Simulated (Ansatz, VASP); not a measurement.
## One calculation of GaP, two programs

File INCAR:

```
SYSTEM = GaP
ALGO = Fast
EDIFF = 1E-6
ENCUT = 520
GGA = PE
ISIF = 2
ISMEAR = -1
LASPH = .True.
LCHARG = .True.
LELF = .True.
LREAL = .False.
LVHAR = .True.
LWAVE = .False.
NBANDS = 16
NELM = 60
PREC = Accurate
SIGMA = 0.02
```

The input KPOINTS:

```
k-points
0
Gamma
  8 8 8
  0 0 0
```

The input POSCAR:

```
GaP
1.0
    0.0000000000      2.5836785323      2.8436917576
    2.5836785323      0.0000000000      2.8436917576
    2.5836785323      2.5836785323      0.0000000000
Ga P
1 1
Direct
    0.0000000000      0.0000000000      0.0000000000
    0.2500000000      0.2500000000      0.2500000000
```

Input for Ansatz:

```yaml
crystal:
  lattice:
    - [0.0, 2.5836785323, 2.8436917576]
    - [2.5836785323, 0.0, 2.8436917576]
    - [2.5836785323, 2.5836785323, 0.0]
  atoms:
    - { symbol: Ga, position: [0.0, 0.0, 0.0] }
    - { symbol: P, position: [0.25, 0.25, 0.25] }
kpoints:
  mp_grid: { grid: [8, 8, 8] }
  band_path:
    path:
      - [0.0, 0.0, 0.0]
      - [-0.5, -0.5, 0.0]
      - [-0.375, -0.375, 0.25]
      - [-0.375, 0.0, 0.375]
      - [0.0, 0.0, 0.5]
      - [-0.5, -0.25, 0.25]
      - [-0.45, -0.45, 0.0]
    npoints: 1
hamiltonian:
  xc: pbe
scf:
  occupations: { method: fermi_dirac, width: 0.02 }
  n_extra_bands: 4
output:
  forces: true
  stress: true
  eigenvalues: true
```

Change from the starting cell: epitaxial_xy strain -5.2%.

Alike in both runs: task single point; functional PBE; k mesh 8 × 8 × 8; occupations fermi-dirac, width 0.02 eV; no spin polarisation.

|  | VASP | Ansatz |
| --- | --- | --- |
| version | VASP 6.6.1 | Ansatz 0.2.0 |
| potentials or method | VASP PAW PBE potentials, release 64 (Ga_d, P) | plane waves, PAW |
| plane-wave cutoff (eV) | 520 | 420 |
| valence electrons in the cell | 18 | 18 |

|  | VASP | Ansatz | Ansatz less VASP |
| --- | --- | --- | --- |
| gap on the k mesh at the Fermi level (eV) | 1.05 | 1.05 | 0.000 |
| pressure (GPa) | 8.7 | 8.7 | +0.08 |
| largest component of the traceless stress (GPa) | 5.63 | 5.62 | -0.013 |

With one functional, cell and mesh, what is left measures potentials, basis and numerics.

A k mesh can miss the band edges.
